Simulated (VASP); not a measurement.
AlN: vibrations by finite differences with LDA

The system is AlN.

```
Al N
1.0
     3.09182    0.00000    0.00000
    -1.54591    2.67759    0.00000
     0.00000    0.00000    4.94843
Al N
2 2
Direct
  0.33333 0.66667 0.99902
  0.66667 0.33333 0.49902
  0.33333 0.66667 0.38098
  0.66667 0.33333 0.88098
```

```json
{"Program": "VASP 6.6.1", "Task": "vibrations by finite differences", "Functional": "LDA", "Potentials or basis": "VASP PAW LDA potentials, release 64 (Al, N)", "Cutoff": "520 eV", "k mesh": "12 × 12 × 6", "Occupations": "gaussian, width 0.02 eV", "Spin": "no spin polarisation"}
```

The voigt bulk modulus is 213 GPa. The highest phonon frequency at Γ, LO-TO splitting left out is 731 cm⁻¹.

Phonon frequencies in cm⁻¹ (negative: imaginary):
```tsv
q point	frequencies
(0.000, 0.000, 0.000)	0 0 0 239 239 553 624 671 671 682 682 731
```

Elastic tensor in Voigt notation (GPa, in the Cartesian axes of the cell as first typed):
```
399 145 113   0   0   0
145 399 113   0   0   0
113 113 373   0   0   0
  0   0   0 116   0   0
  0   0   0   0 116   0
  0   0   0   0   0 127
```

Clamped-ion elastic tensor (GPa):
```
477 108  68   0   0   0
108 477  68   0   0   0
 68  68 474   0   0   0
  0   0   0 132   0   0
  0   0   0   0 132   0
  0   0   0   0   0 185
```

Wall time 8.5 min on 4 MPI ranks on Intel(R) Xeon(R) Platinum 8375C CPU @ 2.90GHz (Ice Lake), with other jobs on the host, peak memory 0.42 GiB a rank.
